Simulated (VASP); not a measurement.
# Hf (P6/mmm) in VASP: further runs, part 2 of 2

VASP 6.6.1. The steps go on from the part before.

### Step 3. Relaxation of cell and atoms, PBEsol, target pressure 50 GPa, at which the enthalpy is minimised

This run uses another cell than the first one, of 16.31 Å³/atom, 0.743 times its volume.

Contents of INCAR:

```
SYSTEM = Hf
ALGO = Normal ; EDIFF = 1E-7
EDIFFG = -0.002 ; ENCUT = 520
GGA = PS ; IBRION = 2
ISIF = 3 ; ISMEAR = 0
KPAR = 4 ; LASPH = .TRUE.
LCHARG = .FALSE. ; LREAL = .FALSE.
LWAVE = .FALSE. ; NELM = 100
NSW = 80 ; PREC = Accurate
PSTRESS = 500.0 ; SIGMA = 0.1
```

Contents of KPOINTS:

```
k-points
0
G
  3 3 4
  0 0 0
```

Contents of POSCAR:

```
Hf                                      
1.0
    4.4801239680      0.0000000000      0.0000000000
   -2.2400619840      3.8799011761     -0.0000000000
   -0.0000000000      0.0000000000      2.8140916131
  Hf            
     3
Direct
     0.6666666699999979    0.3333333300000021    0.5000000000000000
     0.3333333300000021    0.6666666699999979    0.5000000000000000
     0.0000000000000000    0.0000000000000000    0.0000000000000000
```

Potentials or basis: VASP PAW PBE potentials, release 64 (Hf_pv).

On the command line:

```bash
> cat potpaw_PBE.64/Hf_pv/POTCAR > POTCAR
> mpirun -np 4 vasp_std > vasp.out
```

OUTCAR:

```text
SYSTEM = Hf
   EDIFF = 1E-7
   EDIFFG = -0.002
   ENCUT = 520
   GGA = PS
   IBRION = 2
   ISIF = 3
   ISMEAR = 0
   LASPH = .TRUE.
   LREAL = .FALSE.
   NELM = 100
   NSW = 80
   PREC = Accurate
   PSTRESS = 500.0

 ion  position               nearest neighbor table
   1  0.667  0.333  0.500-   2 2.59   2 2.59   2 2.59   3 2.94   3 2.94   3 2.94   3 2.94   3 2.94
                             3 2.94   2 3.82   2 3.82   2 3.82   2 3.82   2 3.82   2 3.82
   2  0.333  0.667  0.500-   1 2.59   1 2.59   1 2.59   3 2.94   3 2.94   3 2.94   3 2.94   3 2.94
                             3 2.94   1 3.82   1 3.82   1 3.82   1 3.82   1 3.82   1 3.82
   3  0.000  0.000  0.000-   1 2.94   2 2.94   1 2.94   2 2.94   1 2.94   1 2.94   2 2.94   2 2.94
                             1 2.94   1 2.94   2 2.94   2 2.94

  LATTYP: Found a hexagonal cell.
 ALAT       =     4.4801239680
 C/A-ratio  =     0.6281280682

  Lattice vectors:

 A1 = (   4.4801239680,   0.0000000000,   0.0000000000)
 A2 = (  -2.2400619840,   3.8799011761,   0.0000000000)
 A3 = (   0.0000000000,   0.0000000000,   2.8140916131)

Analysis of symmetry for initial positions (statically):
=====================================================================
 Subroutine PRICEL returns:
 Original cell was already a primitive cell.

 Routine SETGRP: Setting up the symmetry group for a
 hexagonal supercell.

 Subroutine GETGRP returns: Found 24 space group operations
 (whereof 24 operations were pure point group operations)
 out of a pool of 24 trial point group operations.

The static configuration has the point symmetry D_6h.

Analysis of symmetry for dynamics (positions and initial velocities):
=====================================================================
 Subroutine PRICEL returns:
 Original cell was already a primitive cell.

 Routine SETGRP: Setting up the symmetry group for a
 hexagonal supercell.

 Subroutine GETGRP returns: Found 24 space group operations
 (whereof 24 operations were pure point group operations)
 out of a pool of 24 trial point group operations.

The dynamic configuration has the point symmetry D_6h.

 Subroutine INISYM returns: Found 24 space group operations
 (whereof 24 operations are pure point group operations),
 and found     1 'primitive' translations

----------------------------------------------------------------------------------------

                                     Primitive cell

  volume of cell :      48.9158

  direct lattice vectors                    reciprocal lattice vectors
     4.480123968  0.000000000  0.000000000     0.223208109  0.128869262  0.000000000
    -2.240061984  3.879901176  0.000000000     0.000000000  0.257738523  0.000000000
     0.000000000  0.000000000  2.814091613     0.000000000  0.000000000  0.355354458

  length of vectors
     4.480123968  4.480123975  2.814091613     0.257738524  0.257738523  0.355354458

  position of ions in fractional coordinates (direct lattice)
     0.666666670  0.333333330  0.500000000
     0.333333330  0.666666670  0.500000000
     0.000000000  0.000000000  0.000000000

  ion indices of the primitive-cell ions
   primitive index   ion index
                 1           1
                 2           2
                 3           3
[... 29 lines left out ...]
  0.000000  0.000000  0.000000      1.000000
  0.333333  0.000000  0.000000      6.000000
  0.333333  0.333333  0.000000      2.000000
  0.000000  0.000000  0.250000      2.000000
  0.333333  0.000000  0.250000     12.000000
  0.333333  0.333333  0.250000      4.000000
  0.000000  0.000000  0.500000      1.000000
  0.333333  0.000000  0.500000      6.000000
  0.333333  0.333333  0.500000      2.000000
   k-points           NKPTS =      9   k-points in BZ     NKDIM =      9   number of bands    NBANDS=     19
   number of dos      NEDOS =    301   number of ions     NIONS =      3
   total plane-waves  NPLWV =  31104
   dimension x,y,z NGX =    36 NGY =   36 NGZ =   24
   dimension x,y,z NGXF=    72 NGYF=   72 NGZF=   48
   ions per type =               3
   NGX,Y,Z   is equivalent  to a cutoff of  13.36, 13.36, 14.18 a.u.
   NGXF,Y,Z  is equivalent  to a cutoff of  26.72, 26.72, 28.36 a.u.
 SYSTEM =  Hf
   PREC   = accura    normal or accurate (medium, high low for compatibility)
   ISTART =      0    job   : 0-new  1-cont  2-samecut
   ICHARG =      2    charge: 1-file 2-atom 10-const
   ISPIN  =      1    spin polarized calculation?
   LNONCOLLINEAR =      F non collinear calculations
   LSORBIT =      F    spin-orbit coupling
   LASPH  =      T    aspherical Exc in radial PAW
   ENCUT  =  520.0 eV  38.22 Ry    6.18 a.u.   8.33  8.33  5.23*2*pi/ulx,y,z
   NELM   =    100;   NELMIN=  2; NELMDL= -5     # of ELM steps
   EDIFF  = 0.1E-06   stopping-criterion for ELM
   LREAL  =      F    real-space projection
   EDIFFG = -.2E-02   stopping-criterion for IOM
   NSW    =     80    number of steps for IOM
   IBRION =      2    ionic relax: 0-MD 1-quasi-New 2-CG
   NFREE  =      1    steps in history (QN), initial steepest desc. (CG)
   ISIF   =      3    stress and relaxation
   ISYM   =      2    0-nonsym 1-usesym 2-fastsym
   POTIM  = 0.5000    time-step for ionic-motion
   TEBEG  =    0.0;   TEEND  =   0.0 temperature during run
   PSTRESS=  500.0 pullay stress
   NELECT =      30.0000    total number of electrons
   NUPDOWN=      -1.0000    fix difference up-down
   EMIN   =  10.00;   EMAX   =-10.00  energy-range for DOS
   EFERMI =   0.00;   METHOD = LEGACY
   ISMEAR =     0;   SIGMA  =   0.10  broadening in eV -4-tet -1-fermi 0-gaus
   EFERMI_NEDOS =   21; number of points for ismear=-14 and -15
   IALGO  =     38    algorithm
   IMIX   =      4    mixing-type and parameters
     AMIX     =   0.40;   BMIX     =  1.00
     AMIX_MAG =   1.60;   BMIX_MAG =  1.00
  volume/ion in A,a.u.               =      16.31       110.03
  Fermi-wavevector in a.u.,A,eV,Ry     =   1.390910  2.628438 26.322237  1.934630
  Thomas-Fermi vector in A             =   2.514799
   LORBIT       =      0    0 simple, 1 ext, 2 COOP (PROOUT), +10 PAW based schemes
   GGA     = PS    functional components
   LHFCALC =     F    Hartree Fock is set to
   AEXX    =    0.0000 exact exchange contribution
   IVDW    =     0    specifies the selected vdW correction
   LEPSILON=     F    determine dielectric tensor
   LRPA    =     F    only Hartree local field effects (RPA)
 conjugate gradient relaxation of ions
 non-spin polarized calculation
 Gauss-broadening in eV      SIGMA  =   0.10
  energy-cutoff  :      520.00
  volume of cell :       48.92
 maximum number of plane-waves:      1349
 NGX is ok and might be reduce to    36
   NGX = 17   NGY = 17   NGZ = 11

 number of electron      29.9999995 magnetization

 Free energy of the ion-electron system (eV)
  ---------------------------------------------------
  ext. energy  EPLUGINS =         0.00000000
  ---------------------------------------------------
  free energy    TOTEN  =       -29.65663323 eV

  energy without entropy =      -29.64297202  energy(sigma->0) =      -29.64980263

 E-fermi :   6.8329     XC(G=0): -12.9253

 val. band max:        6.8053640917   @ k =   0.3333   0.3333   0.0000
 cond. band min:       7.2391314118   @ k =   0.3333   0.0000   0.0000
 fundamental gap:      0.4337673201
 Fermi energy:         6.8329480167

 k-point     1 :       0.0000    0.0000    0.0000
  band No.  band energies     occupation
      1     -23.7543      2.00000
      2     -23.7543      2.00000
      3     -23.2818      2.00000
      4     -23.2818      2.00000
      5     -22.5219      2.00000
      6     -21.9546      2.00000
[... 175 lines left out ...]
      6     -22.8041      2.00000
[... 11 lines left out ...]
     18       8.3467      0.00000
     19       8.3467      0.00000

------------------------ aborting loop because EDIFF is reached ----------------------------------------

  FORCE on cell =-STRESS in cart. coord.  units (eV):
  Direction    XX          YY          ZZ          XY          YZ          ZX
  --------------------------------------------------------------------------------------
  -------------------------------------------------------------------------------------
  Total       15.2680871     15.2680872     15.2626909      0.0000000      0.0000000      0.0000000
  in kB      500.0878295    500.0878315    499.9110823      0.0000000      0.0000000      0.0000000
  external PRESSURE =       0.0289144 kB  Pullay stress =     500.0000000 kB

 VOLUME and BASIS-vectors are now :
 -----------------------------------------------------------------------------
  energy-cutoff  :      520.00
  volume of cell :       48.92
      direct lattice vectors                 reciprocal lattice vectors
     4.480123968  0.000000000  0.000000000     0.223208109  0.128869262  0.000000000
    -2.240061984  3.879901176  0.000000000     0.000000000  0.257738523  0.000000000
     0.000000000  0.000000000  2.814091613     0.000000000  0.000000000  0.355354458

 POSITION                                       TOTAL-FORCE (eV/Angst)
 -----------------------------------------------------------------------------------
      2.24006      1.29330      1.40705        -0.000000      0.000000      0.000000
     -0.00000      2.58660      1.40705         0.000000      0.000000      0.000000
      0.00000      0.00000      0.00000        -0.000000      0.000000      0.000000
 -----------------------------------------------------------------------------------
    total drift:                               -0.000000      0.000000      0.000000

  FREE ENERGIE OF THE ION-ELECTRON SYSTEM (eV)
  ---------------------------------------------------
  free  energy   TOTEN  =       -29.6566332332 eV

  energy  without entropy=      -29.6429720181  energy(sigma->0) =      -29.64980263

  enthalpy is  TOTEN    =       -14.3912275925 eV   P V=       15.2654056407

 reached required accuracy - stopping structural energy minimisation
```

CONTCAR:

```text
Hf
   1.00000000000000
     4.4801239680000000    0.0000000000000000    0.0000000000000000
    -2.2400619840000000    3.8799011761000002    0.0000000000000000
     0.0000000000000000    0.0000000000000000    2.8140916131000000
  Hf
     3
Direct
     0.6666666699999979    0.3333333300000021    0.5000000000000000
     0.3333333300000021    0.6666666699999979    0.5000000000000000
     0.0000000000000000    0.0000000000000000    0.0000000000000000

  0.00000000E+00  0.00000000E+00  0.00000000E+00
  0.00000000E+00  0.00000000E+00  0.00000000E+00
  0.00000000E+00  0.00000000E+00  0.00000000E+00
```

Run time: 7.5 s. Hardware: 4 MPI ranks of Intel Xeon Platinum 8259CL at 2.50GHz (Skylake/Cascade Lake), shared host; peak memory 0.16 GiB.

What came out:

| Property | Result |
| --- | --- |
| Free energy | -29.6566 eV |
| Pressure after relaxing | 50.0 GPa |
| Band gap on the k mesh | none (metal or under the smearing width) |

Final structure:
```
Hf
1.0
     4.48012    0.00000    0.00000
    -2.24006    3.87990    0.00000
     0.00000    0.00000    2.81409
Hf
3
Direct
  0.66667 0.33333 0.50000
  0.33333 0.66667 0.50000
  0.00000 0.00000 0.00000
```

Caveat: the k mesh is coarse (spacing up to 0.56 Å⁻¹), so the values aren't converged; the relaxation stopped at its first step, so nothing moved; the cell is relaxed towards a set pressure, so the enthalpy falls and the energy may rise; the PAW data sets were made with another functional, which shifts forces and pressure a little. Spin-orbit coupling is left out, which matters for the levels of Hf.

### Step 4. Relaxation of cell and atoms, PBEsol, target pressure 50 GPa, at which the enthalpy is minimised

This run uses another cell than the first one, of 16.31 Å³/atom, 0.743 times its volume.

INCAR is that of step 3.

KPOINTS is that of step 3.

Edit POSCAR of step 3 so:

```diff
@@ -3,4 +3,4 @@
     4.4801239680      0.0000000000      0.0000000000
-   -2.2400619840      3.8799011761     -0.0000000000
-   -0.0000000000      0.0000000000      2.8140916131
+   -2.2400619840      3.8799011761      0.0000000000
+    0.0000000000      0.0000000000      2.8140916131
   Hf
```

On the command line:

```bash
> cat potpaw_PBE.64/Hf_pv/POTCAR > POTCAR
> mpirun -np 4 vasp_std > vasp.out
```

Wall time 9.7 s (4 MPI ranks of Intel Xeon Platinum 8259CL at 2.50GHz (Skylake/Cascade Lake), shared host); peak memory 0.16 GiB.

It converged, with:

```yaml
Free_energy: -29.6566 eV
Pressure_after_relaxing: 50.0 GPa
Band_gap_on_the_k_mesh: none (metal or under the smearing width)
```

Final structure:
```
Hf
1.0
     4.48012    0.00000    0.00000
    -2.24006    3.87990    0.00000
     0.00000    0.00000    2.81409
Hf
3
Direct
  0.66667 0.33333 0.50000
  0.33333 0.66667 0.50000
  0.00000 0.00000 0.00000
```

Levels at points of the mesh, in eV from the Fermi level:
```tsv
k point	band 11	band 12	band 13	band 14	band 15	band 16	band 17	band 18	band 19
(0.00, 0.00, 0.00)	-3.69	-0.51	-0.28	-0.28	-0.21	-0.21	1.46	2.70	2.70
(0.00, 0.00, 0.50)	-3.95	-2.93	-2.70	-2.70	-1.61	1.82	1.82	3.01	3.01
```

Caveat: the k mesh is coarse (spacing up to 0.56 Å⁻¹), so the values aren't converged; the relaxation stopped at its first step, so nothing moved; the cell is relaxed towards a set pressure, so the enthalpy falls and the energy may rise; the PAW data sets were made with another functional, which shifts forces and pressure a little.

### Step 5. Relaxation of cell and atoms, PBEsol, target pressure 30 GPa, at which the enthalpy is minimised

This run uses another cell than the first one, of 16.31 Å³/atom, 0.743 times its volume.

Edit INCAR of step 4 so:

```diff
@@ -9,2 +9,2 @@
 NSW = 80 ; PREC = Accurate
-PSTRESS = 500.0 ; SIGMA = 0.1
+PSTRESS = 300.0 ; SIGMA = 0.1
```

KPOINTS is that of step 4.

POSCAR is that of step 4.

On the command line:

```bash
> cat potpaw_PBE.64/Hf_pv/POTCAR > POTCAR
> mpirun -np 4 vasp_std > vasp.out
```

It took 68 s on 4 MPI ranks of Intel Xeon Platinum 8259CL at 2.50GHz (Skylake/Cascade Lake), shared host; peak memory 0.17 GiB.

Results (log left out):

```
Free energy                                            : -30.6599 eV
Relaxed volume                                         : 17.66 Å³/atom
Relaxed cell                                           : a = 4.600 Å, b = 4.600 Å, c = 2.892 Å, α = 90.00°, β = 90.00°, γ = 120.00°
Space group after relaxing (to 0.05 Å)                 : P6/mmm (No. 191)
Energy change on relaxing (the enthalpy is what falls) : -334.4 meV/atom
Ionic steps                                            : 13
Pressure after relaxing                                : 30.0 GPa
Band gap on the k mesh                                 : none (metal or under the smearing width)
```

The path:
```
step  energy change (eV)  largest force (eV/Å)  pressure (GPa)  volume (Å³)
   1              0.0000                0.0000           50.00        48.92
   2             -1.8509                0.0000           -2.28        64.79
   3             -1.0642                0.0000           28.62        53.32
   4             -1.0062                0.0000           29.92        53.00
   5             -0.9905                0.0000           30.28        52.92
   6             -0.9912                0.0000           30.26        52.92
   7             -0.9907                0.0000           30.27        52.92
   8             -1.0028                0.0000           30.00        52.99
   9             -1.0034                0.0000           30.00        52.99
  10             -1.0045                0.0000           29.97        52.99
  11             -1.0037                0.0000           29.98        52.99
  12             -1.0035                0.0000           29.99        52.99
  13             -1.0033                0.0000           29.99        52.99
```

Final structure:
```yaml
crystal:
  lattice:
    - [4.59971, 0.00000, 0.00000]
    - [-2.29986, 3.98347, 0.00000]
    - [0.00000, 0.00000, 2.89194]
  atoms:
    - { symbol: Hf, position: [0.66667, 0.33333, 0.50000] }
    - { symbol: Hf, position: [0.33333, 0.66667, 0.50000] }
    - { symbol: Hf, position: [0.00000, 0.00000, 0.00000] }
```

Levels at points of the mesh, in eV from the Fermi level:
```tsv
k point	band 13	band 14	band 15	band 16	band 17	band 18
(0.00, 0.00, 0.00)	-0.42	-0.42	-0.38	-0.38	1.37	2.53
(0.00, 0.00, 0.50)	-2.50	-2.50	-1.88	1.68	1.68	2.67
```

Caveat: the k mesh is coarse (spacing up to 0.56 Å⁻¹), so the values aren't converged; the cell is relaxed towards a set pressure, so the enthalpy falls and the energy may rise; the PAW data sets were made with another functional, which shifts forces and pressure a little. The run has no spin-orbit coupling, so splittings on Hf are missing.

### Step 6. Relaxation of cell and atoms, PBEsol, target pressure 30 GPa, at which the enthalpy is minimised

This run uses another cell than the first one, of 17.66 Å³/atom, 0.805 times its volume.

INCAR is that of step 5.

KPOINTS is that of step 5.

Contents of POSCAR:

```
Hf                                      
1.0
    4.5997135002      0.0000000000      0.0000000000
   -2.2998567501      3.9834687538     -0.0000000000
    0.0000000000     -0.0000000000      2.8919371833
  Hf            
     3
Direct
     0.6666666699999979    0.3333333300000021    0.5000000000000000
     0.3333333300000021    0.6666666699999979    0.5000000000000000
     0.0000000000000000    0.0000000000000000    0.0000000000000000
```

Potentials or basis: VASP PAW PBE potentials, release 64 (Hf_pv).

On the command line:

```bash
> cat potpaw_PBE.64/Hf_pv/POTCAR > POTCAR
> mpirun -np 4 vasp_std > vasp.out
```

Wall time 8.6 s (4 MPI ranks of Intel Xeon Platinum 8259CL at 2.50GHz (Skylake/Cascade Lake), shared host); peak memory 0.16 GiB.

The run converged. Its results:

```yaml
Free_energy: -30.6610 eV
Pressure_after_relaxing: 30.0 GPa
Band_gap_on_the_k_mesh: none (metal or under the smearing width)
```

Final structure:
```yaml
crystal:
  lattice:
    - [4.59971, 0.00000, 0.00000]
    - [-2.29986, 3.98347, 0.00000]
    - [0.00000, 0.00000, 2.89194]
  atoms:
    - { symbol: Hf, position: [0.66667, 0.33333, 0.50000] }
    - { symbol: Hf, position: [0.33333, 0.66667, 0.50000] }
    - { symbol: Hf, position: [0.00000, 0.00000, 0.00000] }
```

Levels at points of the mesh, in eV from the Fermi level:
```csv
k point,band 13,band 14,band 15,band 16,band 17,band 18
"(0.00, 0.00, 0.00)",-0.42,-0.42,-0.38,-0.38,1.36,2.53
"(0.00, 0.00, 0.50)",-2.50,-2.50,-1.88,1.68,1.68,2.67
```

Caveat: the k mesh is coarse (spacing up to 0.54 Å⁻¹), so the values aren't converged; the relaxation stopped at its first step, so nothing moved; the cell is relaxed towards a set pressure, so the enthalpy falls and the energy may rise; the PAW data sets were made with another functional, which shifts forces and pressure a little. The run has no spin-orbit coupling, so splittings on Hf are missing.
